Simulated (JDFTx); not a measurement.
# Sr under changes of volume

One of the cells (56.319 Å³/atom); the others are scaled copies at fixed shape and fractional positions:

```
CELL_PARAMETERS angstrom
0.00000 3.04235 3.04235
3.04235 0.00000 3.04235
3.04235 3.04235 0.00000
ATOMIC_POSITIONS crystal
Sr 0.00000 0.00000 0.00000
```

| Property | Result |
| --- | --- |
| Program | JDFTx 1.7.0 (patched build) |
| Functional | LDA |
| Potentials or basis | PseudoDojo-SR-LDA-0.4.1-standard with smoothed tails |
| Cutoff | 925 eV |
| Density cutoff | 3701 eV |
| k mesh | 8 × 8 × 8 |
| Occupations | fermi-dirac, width 0.05 eV |
| Spin | no spin polarisation |

```csv
volume (Å³/atom),energy over the lowest point (meV/atom),pressure (GPa)
52.940,0.00,-1.1
54.067,8.37,-1.3
55.193,18.12,-1.4
56.319,29.10,-1.6
57.446,?,?
58.572,54.24,-1.9
59.698,68.17,-2.0
```

Q: What does the run at 57.446 Å³/atom give?

A: Energy over the lowest point 41.18 meV/atom; pressure -1.8 GPa.

Worked out: A Birch-Murnaghan fit of order 3 (a polynomial in V^(-2/3)) to the other rows has no minimum within the range. It gives 41.19 meV/atom at 57.446 Å³/atom, against the run's 41.18, and -dE/dV = -1.8 GPa, against -1.8.

Energies are extrapolated to zero smearing.
